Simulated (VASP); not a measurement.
A run of VASP 6.6.1:

File INCAR:

```
PREC = Accurate
ENCUT = 520
EDIFF = 1E-6
ISMEAR = -1
SIGMA = 0.02
LREAL = Auto
LASPH = True
NELM = 80
ALGO = Normal
ISIF = 2
LWAVE = False
LCHARG = True
GGA = PE
LELF = True
LVHAR = True
NBANDS = 63
```

Contents of KPOINTS:

```
Automatic mesh
0
Gamma
  1 1 1
```

File POSCAR:

```
H5NO
1.0
    7.0135790000      0.0000000000      0.0000000000
    0.0000000000      7.0135790000      0.0000000000
    0.0000000000      0.0000000000      7.0135790000
O H N
5 25 5
Direct
    0.2719656000      0.3312831000      0.9120782000
    0.2377839000      0.3102770000      0.4998948000
    0.8144880000      0.0857176000      0.0036546000
    0.1502921000      0.8073292000     -0.0148187000
    0.7779621000      0.8841010000      0.6547572000
    0.1935370000      0.4301550000      0.8560024000
    0.3572265000      0.2943150000      0.8099256000
    0.2789486000      0.4275053000      0.4396106000
    0.3294114000      0.2164714000      0.4565806000
    0.6982204000      0.1421224000      0.0523532000
    0.7969453000     -0.0497520000      0.0239384000
    0.2251284000      0.9186326000     -0.0477170000
    0.1803867000      0.7849260000      0.1180858000
    0.9150902000      0.8766577000      0.6693065000
    0.7333653000      0.9249907000      0.7788957000
    0.7046351000      0.3820103000      0.5161976000
    0.8026775000      0.1716746000      0.5182839000
    0.5714918000      0.1919345000      0.5175576000
    0.5161004000      0.8033382000      0.4027414000
    0.3180913000      0.8709529000      0.5031329000
    0.4304291000      0.6839863000      0.5823894000
    0.9844209000      0.4517892000      0.0992913000
    0.9941500000      0.4798528000      0.3294556000
    0.9289018000      0.6563973000      0.1936891000
    0.6408084000      0.7129695000     -0.0155465000
    0.7445690000      0.5065916000      0.0068078000
    0.5136050000      0.5188920000     -0.0122242000
    0.2187165000      0.1022844000      0.2014619000
    0.4200177000      0.2126854000      0.2353327000
    0.3992842000      0.0597423000      0.0620227000
    0.6928036000      0.2490278000      0.5727076000
    0.3928998000      0.7540780000      0.4611605000
    1.0219123000      0.5456045000      0.2032664000
    0.6286583000      0.5832687000      0.0480760000
    0.3625685000      0.0843267000      0.2000999000
```

Potentials or basis: VASP PAW PBE potentials, release 64 (O, H, N).

The run is started by

```sh
$ cat potpaw_PBE.64/O/POTCAR potpaw_PBE.64/H/POTCAR potpaw_PBE.64/N/POTCAR > POTCAR
$ mpirun -np 1 vasp_gam > vasp.out
```

Hardware: 1 thread of Intel(R) Xeon(R) Platinum 8488C (Sapphire Rapids), on a shared host.

Estimate the wall time of this run.

Run time: 60 s on 1 thread of Intel(R) Xeon(R) Platinum 8488C (Sapphire Rapids), on a shared host, peak memory 0.35 GiB. Counts: scf iterations 15, k points 1.
